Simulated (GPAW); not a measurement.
## linear Cr chain, spacing 2.237 A: parallel, opposed and spinless runs

A self-consistent run ends on one state, which hangs on the start. Several orders of linear Cr chain, spacing 2.237 A are started in GPAW and their energies compared.

Program: GPAW 26.7.0. Level of theory: revPBE; plane waves with GPAW's PAW setups, scalar-relativistic. Results are calculated unless marked as measured.

Report form: the programs' logs are mostly left out.

## Step 1: Starting point

The cell holds 1 atom: 1 Cr. Its edges and angles: a = 12.000 Å, b = 12.000 Å, c = 2.237 Å, α = 90.0°, β = 90.0°, γ = 90.0°. model lattice. Vacuum lies along a and b. The structure's axis is c.

Structure file:

```
Cr
1.0
    12.00000    0.00000    0.00000
     0.00000   12.00000    0.00000
     0.00000    0.00000    2.23700
Cr
1
Direct
  0.50000 0.50000 0.00000
```

## Step 2: Order 1, typed as ferro +

Parallel moments need no larger cell; this start tests for a ferromagnetic state only.

File order1.py:

```python
import json
import numpy as np
from ase import Atoms
from ase.parallel import paropen, parprint
from gpaw import GPAW

atoms = Atoms(['Cr'],
    cell=[[12.0, 0.0, 0.0],
         [0.0, 12.0, 0.0],
         [0.0, 0.0, 2.237]],
    scaled_positions=[[0.5, 0.5, 0.0]],
    pbc=True,
    magmoms=[2.5])
atoms.calc = GPAW(mode={'name': 'pw', 'ecut': 550},
    xc='revPBE',
    kpts={'size': (1, 1, 12), 'gamma': True},
    occupations={'name': 'fermi-dirac', 'width': 0.1},
    convergence={'density': 1e-05, 'energy': 1e-05},
    maxiter=200,
    symmetry={'tolerance': 1e-4},
    txt='order1.txt')
e = atoms.get_potential_energy(force_consistent=True)
res = {'free_energy': e, 'energy_sigma0': atoms.get_potential_energy(), 'fermi_energy': atoms.calc.get_fermi_level()}
res['moments'] = atoms.get_magnetic_moments().tolist()
res['total'] = atoms.get_magnetic_moment()
parprint('site moments (muB):', np.round(res['moments'], 3))
parprint(f"total moment: {res['total']:.3f} muB")
parprint(f'free energy: {e:.6f} eV')
atoms.calc.write('order1.gpw')
with paropen('results.json', 'w') as f:
    json.dump(res, f)
```

The run is started by

```console
OMP_NUM_THREADS=1 python3 order1.py > order1.log
```

Elapsed: 30 s, on 1 MPI rank of Intel Xeon Platinum 8375C at 2.90GHz (Ice Lake), shared host; peak memory 0.33 GiB.

Numbers from this step:

| Quantity | Value |
| --- | --- |
| magnetization | 3.630 μB |
| final state | ferromagnetic |
| largest moment | 2.774 μB |

After 14 cycles the largest moment stands at 2.77 μB.

## Step 3: Start 2: antiferro q=(0,0,1/2) +-

Reversing part of the moments tests the sign of the couplings between them.

This order needs a doubled cell of 2 atoms. Its mesh is chosen so that both cells sample the same points.

order2.py is the script of step 2 with these lines changed:

```diff
@@ -6,12 +6,13 @@
 
-atoms = Atoms(['Cr'],
+atoms = Atoms(['Cr', 'Cr'],
     cell=[[12.0, 0.0, 0.0],
          [0.0, 12.0, 0.0],
-         [0.0, 0.0, 2.237]],
-    scaled_positions=[[0.5, 0.5, 0.0]],
+         [0.0, 0.0, 4.474]],
+    scaled_positions=[[0.5, 0.5, 0.0],
+         [0.5, 0.5, 0.5]],
     pbc=True,
-    magmoms=[2.5])
+    magmoms=[2.5, -2.5])
 atoms.calc = GPAW(mode={'name': 'pw', 'ecut': 550},
     xc='revPBE',
-    kpts={'size': (1, 1, 12), 'gamma': True},
+    kpts={'size': (1, 1, 6), 'gamma': True},
     occupations={'name': 'fermi-dirac', 'width': 0.1},
@@ -20,3 +21,3 @@
     symmetry={'tolerance': 1e-4},
-    txt='order1.txt')
+    txt='order2.txt')
 e = atoms.get_potential_energy(force_consistent=True)
@@ -28,3 +29,3 @@
 parprint(f'free energy: {e:.6f} eV')
-atoms.calc.write('order1.gpw')
+atoms.calc.write('order2.gpw')
 with paropen('results.json', 'w') as f:
```

The run is started by

```console
OMP_NUM_THREADS=1 python3 order2.py > order2.log
```

It took 52 s on 1 MPI rank; peak memory 0.5 GiB.

Read from the output:

- magnetization: 0 μB
- final state: antiferromagnetic
- largest moment: 3.484 μB

It lies 900 meV a seeded atom under the first start, and its largest moment is 3.48 μB against 2.77 μB.

## Step 4: Run 3 (no spin polarisation)

This run holds no moments, which gives a state to set the others against.

File nospin.py:

```python
import json
import numpy as np
from ase import Atoms
from ase.parallel import paropen, parprint
from gpaw import GPAW

atoms = Atoms(['Cr'],
    cell=[[12.0, 0.0, 0.0],
         [0.0, 12.0, 0.0],
         [0.0, 0.0, 2.237]],
    scaled_positions=[[0.5, 0.5, 0.0]],
    pbc=True)
atoms.calc = GPAW(mode={'name': 'pw', 'ecut': 550},
    xc='revPBE',
    kpts={'size': (1, 1, 12), 'gamma': True},
    occupations={'name': 'fermi-dirac', 'width': 0.1},
    convergence={'density': 1e-05, 'energy': 1e-05},
    maxiter=200,
    symmetry={'tolerance': 1e-4},
    txt='nospin.txt')
e = atoms.get_potential_energy(force_consistent=True)
res = {'free_energy': e, 'energy_sigma0': atoms.get_potential_energy(), 'fermi_energy': atoms.calc.get_fermi_level()}
parprint(f'free energy: {e:.6f} eV')
atoms.calc.write('nospin.gpw')
with paropen('results.json', 'w') as f:
    json.dump(res, f)
```

The run is started by

```console
OMP_NUM_THREADS=1 python3 nospin.py > nospin.log
```

It took 15 s on 1 MPI rank; peak memory 0.25 GiB.

Read from the output:

```yaml
final_state: non-magnetic (no spin polarisation)
```

It lies 732 meV a seeded atom over the first start.

## Step 5: A faulty input

An input with a fault is tried, to see how the program answers.

File run.py:

```python
import json
import numpy as np
from ase import Atoms
from ase.parallel import paropen, parprint
from gpaw import GPAW

atoms = Atoms(['Cr'],
    cell=[[12.0, 0.0, 0.0],
         [0.0, 12.0, 0.0],
         [0.0, 0.0, 2.237]],
    scaled_positions=[[0.5, 0.5, 0.0]],
    pbc=True,
    magmoms=[2.5])
atoms.calc = GPAW(mode={'name': 'pw', 'ecut': 550},
    xc='revPBE',
    kpts={'size': (1, 1, 12), 'gamma': True},
    occupation={'name': 'fermi-dirac', 'width': 0.1},
    convergence={'density': 1e-05, 'energy': 1e-05},
    maxiter=100,
    symmetry={'tolerance': 1e-4},
    txt='run.txt')
e = atoms.get_potential_energy(force_consistent=True)
res = {'free_energy': e, 'energy_sigma0': atoms.get_potential_energy(), 'fermi_energy': atoms.calc.get_fermi_level()}
res['moments'] = atoms.get_magnetic_moments().tolist()
res['total'] = atoms.get_magnetic_moment()
parprint('site moments (muB):', np.round(res['moments'], 3))
parprint(f"total moment: {res['total']:.3f} muB")
parprint(f'free energy: {e:.6f} eV')
atoms.calc.write('run.gpw')
with paropen('results.json', 'w') as f:
    json.dump(res, f)
```

The run is started by

```console
OMP_NUM_THREADS=1 python3 run.py > run.log
```

Wall time 1.5 s (1 MPI rank); peak memory 0.1 GiB.

The program refused the input before any cycle.

The program's message: “TypeError: GPAW() got an unexpected keyword argument 'occupation'”

A key was misspelt on purpose.

The name must match the manual letter for letter.

## Step 6: Energies of the orders

These are free energies at a smearing of 0.1 eV, so its entropy term is in the differences. They are divided by the number of seeded atoms, so that cells of unlike size compare. Wavevectors q in the names are fractions of the reciprocal vectors of the first run's cell.

Orders:

| start | final state | typed order kept | energy over the lowest (meV a seeded atom) | largest site moment (μB) | net moment (μB a primitive cell) | mesh matched | CPU time (s) |
| --- | --- | --- | --- | --- | --- | --- | --- |
| ferro + | ferromagnetic | yes | 900.3 | 2.774 | 3.63 | yes | 30.11 |
| antiferro q=(0,0,1/2) +- | antiferromagnetic | yes | 0 | 3.484 | 0 | yes | 51.95 |
| no spin polarisation | non-magnetic | - | 1632 | 0 | 0 | yes | 14.53 |

## Step 7: What came out

```
lowest state found                 : antiferromagnetic (typed antiferro q=(0,0,1/2) +-)
largest site moment                : 3.48 μB
next state                         : ferromagnetic, 900 meV a seeded atom higher
energy gained by spin polarisation : 1632 meV a seeded atom
```

What this shows: The lowest state found is antiferromagnetic, reached from the start antiferro q=(0,0,1/2) +-, with moments up to 3.48 μB. The next state costs 900 meV a seeded atom. This is the lowest of 3 finished starts, no proof of the ground state.

[Logs and program files are shortened in this print: banners, set-up blocks, solver, clock and traceback lines can be left out without a mark of their own.]

[Logs are printed without paths, hosts, clocks, repeated set-up lines and the standing remarks that a program may print on its own settings, such as how far it seeks lower states.]

[Hosts, paths, dates, database ids (printed as entryN), source tags and the programs' standing remarks are cut or masked in the printed files.]

[Where a cell is said to come from a database of computed structures, the database is the Materials Project.]
